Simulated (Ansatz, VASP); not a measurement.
# BaZrO3: VASP beside Ansatz

Aim: how closely do two programs agree when they are given the same cell, functional and k mesh? Of the first pair: The cell is taken from a series of runs on this material, whose earlier steps may have relaxed, scaled, displaced or heated it; both programs get it as it stands.

Method: plane waves, with VASP 6.6.1 beside it; relaxation of cell and atoms at PBEsol and single point at PBEsol, in Ansatz 0.2.0.

### 1. The starting structure

Symmetry: Pm-3m, No. 221, cubic system. Conventional cell: a = 4.181 Å, b = 4.181 Å, c = 4.181 Å, α = 90.00°, β = 90.00°, γ = 90.00°. Nearest to Ba lie 12 O at 2.96 Å. Nearest to Zr lie 6 O at 2.09 Å. Nearest to O lie 2 Zr at 2.09 Å and 4 Ba at 2.96 Å. Farther neighbours and most contacts between anions are not listed.

As a file:

```xyz
5
Lattice="4.1806 0.0000 0.0000 0.0000 4.1806 0.0000 0.0000 0.0000 4.1806" Properties=species:S:1:pos:R:3 pbc="T T T"
Ba    0.0000    0.0000    0.0000
Zr    2.0903    2.0903    2.0903
O     2.0903    2.0903    0.0000
O     2.0903    0.0000    2.0903
O     0.0000    2.0903    2.0903
```

### 2. VASP: relaxation of cell and atoms, PBEsol

The relaxed volume is the usual yardstick between codes: in a stiff, nearly cubic crystal its relative difference is about their pressure difference at one cell divided by the bulk modulus.

Lines of VASP's logs that name or quote its potential files are left out, and so is its time.

File INCAR:

```
SYSTEM = BaZrO3
PREC = Accurate
ENCUT = 600
EDIFF = 1E-07
NELM = 120
ISMEAR = -1
SIGMA = 0.02
LREAL = .FALSE.
ALGO = Normal
GGA = PS
NBANDS = 26
LASPH = .TRUE.
LORBIT = 11
LWAVE = .FALSE.
LCHARG = .FALSE.
ISIF = 3
IBRION = 2
NSW = 80
EDIFFG = -0.005
GGA_COMPAT = .FALSE.
NELMIN = 4
EFERMI = MIDGAP
KPAR = 2
```

File POSCAR:

```
BaZrO3
1.0
    4.1806485123      0.0000000000      0.0000000000
    0.0000000000      4.1806485123      0.0000000000
    0.0000000000      0.0000000000      4.1806485123
Ba Zr O
1 1 3
Direct
    0.0000000000      0.0000000000      0.0000000000
    0.5000000000      0.5000000000      0.5000000000
    0.5000000000      0.5000000000      0.0000000000
    0.5000000000      0.0000000000      0.5000000000
    0.0000000000      0.5000000000      0.5000000000
```

File KPOINTS:

```
Automatic mesh
0
Gamma
7 7 7
0 0 0
```

The projector-augmented-wave data sets are Ba_sv, Zr_sv and O (PBE family, release 64).

Started as:

```console
$ mpirun -np 2 vasp_std
```

Numbers of over 12 decimals in the logs are rounded to 6 here.

The log of the run:

```text
[banner, memory and clock lines left out]
running    2 mpi-ranks, on    1 nodes
 distrk:  each k-point on    1 cores,    2 groups
 distr:  one band on    1 cores,    1 groups

 POSCAR found type information on POSCAR BaZrO
 POSCAR found :  3 types and       5 ions
|                                                                             |
|               ----> ADVICE to this user running VASP <----                  |
|                                                                             |
|     You enforced a specific xc type in the INCAR file but a different       |
|     [... a line on the potential file left out ...]
|     I HOPE YOU KNOW WHAT YOU ARE DOING!                                     |
|                                                                             |

 LDA part: xc-table for (Slater+PW92), standard interpolation
 POSCAR, INCAR and KPOINTS ok, starting setup
 FFT: planning ... GRIDC
 FFT: planning ... GRID_SOFT
 FFT: planning ... GRID
 WAVECAR not read
 entering main loop
       N       E                     dE             d eps       ncg     rms          rms(c)
DAV:   1     0.339907202803E+03    0.33991E+03   -0.24089E+04  1040   0.170E+03
DAV:   2    -0.280282216724E+02   -0.36794E+03   -0.35798E+03  1320   0.389E+02
DAV:   3    -0.498624487292E+02   -0.21834E+02   -0.21780E+02  1620   0.918E+01
DAV:   4    -0.504719822419E+02   -0.60953E+00   -0.60885E+00  1488   0.123E+01
DAV:   5    -0.504850767286E+02   -0.13094E-01   -0.13093E-01  1442   0.132E+00    0.296E+01
DAV:   6    -0.437757715055E+02    0.67093E+01   -0.37305E+01  1218   0.390E+01    0.136E+01
DAV:   7    -0.436709967201E+02    0.10477E+00   -0.28537E+00  1472   0.958E+00    0.816E+00
DAV:   8    -0.436305594459E+02    0.40437E-01   -0.32257E-01  1330   0.446E+00    0.673E-01
DAV:   9    -0.436270962646E+02    0.34632E-02   -0.53592E-02  1524   0.135E+00    0.512E-01
DAV:  10    -0.436277859179E+02   -0.68965E-03   -0.13690E-02  1496   0.101E+00    0.244E-01
DAV:  11    -0.436274354299E+02    0.35049E-03   -0.19366E-03  1324   0.388E-01    0.279E-02
DAV:  12    -0.436274547989E+02   -0.19369E-04   -0.12269E-04  1360   0.787E-02    0.296E-02
DAV:  13    -0.436274530632E+02    0.17357E-05   -0.10095E-05  1480   0.220E-02    0.432E-03
DAV:  14    -0.436274530303E+02    0.32858E-07   -0.13846E-06  1208   0.961E-03    0.292E-03
DAV:  15    -0.436274529785E+02    0.51815E-07   -0.17231E-07  1040   0.369E-03
   1 F= -.43627453E+02 E0= -.43627453E+02  d E =-.436275E+02
 curvature:   0.00 expect dE= 0.000E+00 dE for cont linesearch  0.000E+00
 trial: gam= 0.00000 g(F)=  0.000E+00 g(S)=  0.648E-02 ort = 0.000E+00 (trialstep = 0.100E+01)
 search vector abs. value=  0.648E-02
 bond charge predicted
       N       E                     dE             d eps       ncg     rms          rms(c)
DAV:   1    -0.436712749627E+02   -0.43822E-01   -0.13741E+00  1110   0.945E+00    0.225E+00
DAV:   2    -0.436347747350E+02    0.36500E-01   -0.16610E-01  1158   0.255E+00    0.837E-01
DAV:   3    -0.436270498952E+02    0.77248E-02   -0.22361E-02  1398   0.113E+00    0.206E-01
DAV:   4    -0.436265300000E+02    0.51990E-03   -0.72200E-03  1588   0.425E-01    0.168E-01
DAV:   5    -0.436267483266E+02   -0.21833E-03   -0.27514E-04  1462   0.102E-01    0.907E-02
DAV:   6    -0.436269163704E+02   -0.16804E-03   -0.46796E-04  1654   0.108E-01    0.154E-02
DAV:   7    -0.436269210140E+02   -0.46436E-05   -0.30380E-05  1334   0.326E-02    0.929E-03
DAV:   8    -0.436269200620E+02    0.95199E-06   -0.74001E-06  1328   0.172E-02    0.254E-03
DAV:   9    -0.436269201543E+02   -0.92280E-07   -0.62309E-07  1312   0.468E-03
   2 F= -.43626920E+02 E0= -.43626920E+02  d E =0.532824E-03
 trial-energy change:    0.000533  1 .order    0.000497   -0.006477    0.007470
 step:   0.4605(harm=  0.4644)  dis= 0.00000  next Energy=   -43.628941 (dE=-0.149E-02)
 bond charge predicted
       N       E                     dE             d eps       ncg     rms          rms(c)
DAV:   1    -0.436419523567E+02   -0.15032E-01   -0.40163E-01  1102   0.510E+00    0.122E+00
DAV:   2    -0.436311415135E+02    0.10811E-01   -0.48009E-02  1122   0.137E+00    0.449E-01
DAV:   3    -0.436289261517E+02    0.22154E-02   -0.65138E-03  1408   0.618E-01    0.108E-01
DAV:   4    -0.436287921089E+02    0.13404E-03   -0.19128E-03  1648   0.220E-01    0.919E-02
DAV:   5    -0.436288669381E+02   -0.74829E-04   -0.79646E-05  1544   0.543E-02    0.467E-02
DAV:   6    -0.436289280526E+02   -0.61115E-04   -0.12595E-04  1642   0.545E-02    0.951E-03
DAV:   7    -0.436289320243E+02   -0.39717E-05   -0.55634E-06  1336   0.149E-02    0.431E-03
DAV:   8    -0.436289334831E+02   -0.14588E-05   -0.14943E-06  1464   0.721E-03    0.883E-04
DAV:   9    -0.436289334721E+02    0.10972E-07   -0.42261E-08   608   0.132E-03
   3 F= -.43628933E+02 E0= -.43628933E+02  d E =-.148049E-02
 curvature:  -0.23 expect dE=-0.478E-08 dE for cont linesearch -0.478E-08
 trial: gam=-0.00178 g(F)=  0.178E-64 g(S)=  0.206E-07 ort = 0.116E-04 (trialstep = 0.892E+00)
 search vector abs. value=  0.100E-09
 reached required accuracy - stopping structural energy minimisation
```

OUTCAR, selected parts (step 2):

```text
ion  position               nearest neighbor table
   1  0.000  0.000  0.000-   3 2.96   4 2.96   5 2.96   4 2.96   5 2.96   3 2.96   5 2.96   5 2.96
                             3 2.96   4 2.96   4 2.96   3 2.96   2 3.62   2 3.62   2 3.62   2 3.62
   2  0.500  0.500  0.500-   3 2.09   4 2.09   5 2.09   3 2.09   4 2.09   5 2.09   1 3.62   1 3.62
                             1 3.62   1 3.62   1 3.62   1 3.62   1 3.62   1 3.62
   3  0.500  0.500  0.000-   2 2.09   2 2.09   1 2.96   1 2.96   1 2.96   1 2.96
   4  0.500  0.000  0.500-   2 2.09   2 2.09   1 2.96   1 2.96   1 2.96   1 2.96
   5  0.000  0.500  0.500-   2 2.09   2 2.09   1 2.96   1 2.96   1 2.96   1 2.96

  LATTYP: Found a simple cubic cell.
 ALAT       =     4.1806485123

 Subroutine GETGRP returns: Found 48 space group operations
 (whereof 48 operations were pure point group operations)

The static configuration has the point symmetry O_h .

 Found     20 irreducible k-points:

   k-points           NKPTS =     20   k-points in BZ     NKDIM =     20   number of bands    NBANDS=     26

   dimension x,y,z NGX =    36 NGY =   36 NGZ =   36
   dimension x,y,z NGXF=    72 NGYF=   72 NGZF=   72

   ENCUT  =  600.0 eV  44.10 Ry    6.64 a.u.   8.35  8.35  8.35*2*pi/ulx,y,z

   NELECT =      40.0000    total number of electrons

 k-points in reciprocal lattice and weights: Automatic mesh
   0.00000000  0.00000000  0.00000000       0.003
   0.14285714  0.00000000  0.00000000       0.017
   0.28571429  0.00000000  0.00000000       0.017
   0.42857143  0.00000000  0.00000000       0.017
   0.14285714  0.14285714  0.00000000       0.035
   0.28571429  0.14285714  0.00000000       0.070
   0.42857143  0.14285714  0.00000000       0.070
   0.28571429  0.28571429  0.00000000       0.035
   0.42857143  0.28571429  0.00000000       0.070
[...]
0.42857143  0.42857143  0.28571429       0.070
   0.42857143  0.42857143  0.42857143       0.023

 average (electrostatic) potential at core
       1 -33.4846       2 -77.9088       3 -69.3611       4 -69.3611       5 -69.3611

 E-fermi :   5.1702

 k-point     1 :       0.0000    0.0000    0.0000
  band No.  band energies     occupation
    ...
     16       2.6396      2.00000
     17       2.6396      2.00000
     18       3.4229      2.00000
     19       3.4229      2.00000
     20       3.4229      2.00000
     21       6.7533      0.00000
     22       6.7533      0.00000
     23       6.7533      0.00000
     24       8.1880      0.00000
     25       8.1880      0.00000
    ...

 k-point     2 :       0.1429    0.0000    0.0000
  band No.  band energies     occupation
    ...
     16       2.4432      2.00000
     17       2.4818      2.00000
     18       2.8954      2.00000
     19       3.3540      2.00000
     20       3.3540      2.00000
     21       6.8270      0.00000
     22       7.2250      0.00000
     23       7.2250      0.00000
     24       8.5224      0.00000
     25       8.5291      0.00000
    ...

 k-point     3 :       0.2857    0.0000    0.0000
  band No.  band energies     occupation
    ...
     16       2.1004      2.00000
     17       2.1688      2.00000
     18       2.1950      2.00000
     19       3.2526      2.00000
     20       3.2526      2.00000
     21       7.0108      0.00000
     22       8.2627      0.00000
     23       8.2627      0.00000
     24       9.2759      0.00000
     25       9.3604      0.00000
    ...

  Total        0.0008438      0.0008438      0.0008438     -0.0000000     -0.0000000      0.0000000
  in kB        0.0183854      0.0183854      0.0183854     -0.0000000     -0.0000000      0.0000000
  external PRESSURE =       0.0183854 kB  Pullay stress =       0.0000000 kB

  energy-cutoff  :      600.00
  volume of cell :       73.53
      direct lattice vectors                 reciprocal lattice vectors
     4.189435804  0.000000000 -0.000000000     0.238695626 -0.000000000 -0.000000000
     0.000000000  4.189435804  0.000000000    -0.000000000  0.238695626 -0.000000000
     0.000000000  0.000000000  4.189435804     0.000000000 -0.000000000  0.238695626

 POSITION                                       TOTAL-FORCE (eV/Angst)
 -----------------------------------------------------------------------------------
      0.00000      0.00000      0.00000        -0.000000     -0.000000      0.000000
      2.09472      2.09472      2.09472         0.000000      0.000000      0.000000
      2.09472      2.09472     -0.00000        -0.000000     -0.000000      0.000000
      2.09472      0.00000      2.09472        -0.000000      0.000000      0.000000
      0.00000      2.09472      2.09472         0.000000      0.000000      0.000000
 -----------------------------------------------------------------------------------
    total drift:                                0.000000      0.000000      0.000000

  FREE ENERGIE OF THE ION-ELECTRON SYSTEM (eV)
  ---------------------------------------------------
  free  energy   TOTEN  =       -43.6289334721 eV

  energy  without entropy=      -43.6289334721  energy(sigma->0) =      -43.62893347

 reached required accuracy - stopping structural energy minimisation

 total charge
# of ion       s       p       d       tot
------------------------------------------
    1        1.997   5.616   0.276   7.889
    2        2.203   6.087   1.447   9.737
    3        1.553   3.467   0.000   5.021
    4        1.553   3.467   0.000   5.021
    5        1.553   3.467   0.000   5.021
--------------------------------------------------
tot          8.860  22.105   1.723  32.688

[... 3 further parts left out ...]
```

CONTCAR:

```
BaZrO3
   1.00000000000000
     4.1894358043525326    0.0000000000000000   -0.0000000000000000
     0.0000000000000000    4.1894358043525326    0.0000000000000000
     0.0000000000000000    0.0000000000000000    4.1894358043525326
  Ba              Zr              O
     1     1     3
Direct
     0.0000000000000000    0.0000000000000000    0.0000000000000000
     0.5000000000000000    0.5000000000000000    0.5000000000000000
     0.5000000000000000    0.5000000000000000    0.0000000000000000
     0.5000000000000000    0.0000000000000000    0.5000000000000000
     0.0000000000000000    0.5000000000000000    0.5000000000000000
```

(Continued in part 2 of 2.)

[Lines on the potential files, build, host, timing and source positions are cut from VASP's logs without a mark.]

[Logs are printed without paths, hosts, clocks, repeated set-up lines and the standing remarks that a program may print on its own settings, such as how far it seeks lower states.]

[Hosts, paths, dates, database ids (printed as entryN), source tags and the programs' standing remarks are cut or masked in the printed files.]
